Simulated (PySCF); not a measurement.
Choosing a molecule for a target property.

Species are written as SMILES; each is one conformer at its optimised geometry, gas phase, non-relativistic unless stated; the electronic structure was computed with PySCF and density fitting.

Dipoles, sizes and rotational constants follow the conformer. The torsions of the flexible species, by atom-mapped SMILES:
- `[CH3:1][CH2:2][CH2:3][AlH:4][N:5]([CH3:6])[CH3:7]`: C1–C2–C3–Al4 -179°, C2–C3–Al4–N5 69°, C3–Al4–N5–C6 2°
- `[CH3:1][CH2:2][CH2:3][NH3+:4]`: C1–C2–C3–N4 -61°

The conformers of `CC(C)C1SCCS1` aren't listed.

Question: Wanted: HOMO–LUMO gap below 9.7 eV (wB97X-D/def2-SVPD) and lowest triplet excitation (Tamm–Dancoff) below 8 eV (TDA wB97X-D/def2-SVPD), at PBE0-D3(BJ)/def2-SVP geometries. Which candidate meets both?
A. `CC(C)C1SCCS1`
B. `O(C(C)C)[SiH2]C`
C. `CC[CH2][AlH][N](C)C`
D. `CCC[NH3+]`

Answer: C. Computed values:
```csv
species,HOMO–LUMO gap,lowest triplet excitation (Tamm–Dancoff)
CC[CH2][AlH][N](C)C,9.35 eV,4.54 eV
CC(C)C1SCCS1,9.98 eV,4.73 eV
O(C(C)C)[SiH2]C,12.03 eV,7.30 eV
CCC[NH3+],13.09 eV,8.94 eV
```

Question: Wanted: lowest singlet excitation above 8 eV (TDDFT wB97X-D/def2-SVPD) and static isotropic polarisability below 90 au (wB97X-D/def2-SVPD), at PBE0-D3(BJ)/def2-SVP geometries. Which candidate meets both?
A. `CC[CH2][AlH][N](C)C`
B. `O(C(C)C)[SiH2]C`
C. `CC(C)C1SCCS1`
D. `CCC[NH3+]`

Answer: D. Computed values:
```
            species  lowest singlet excitation  static isotropic polarisability
       CC(C)C1SCCS1                    5.12 eV                         108.4 au
CC[CH2][AlH][N](C)C                    5.33 eV                          99.9 au
    O(C(C)C)[SiH2]C                    7.55 eV                          81.0 au
          CCC[NH3+]                    9.03 eV                          43.2 au
```
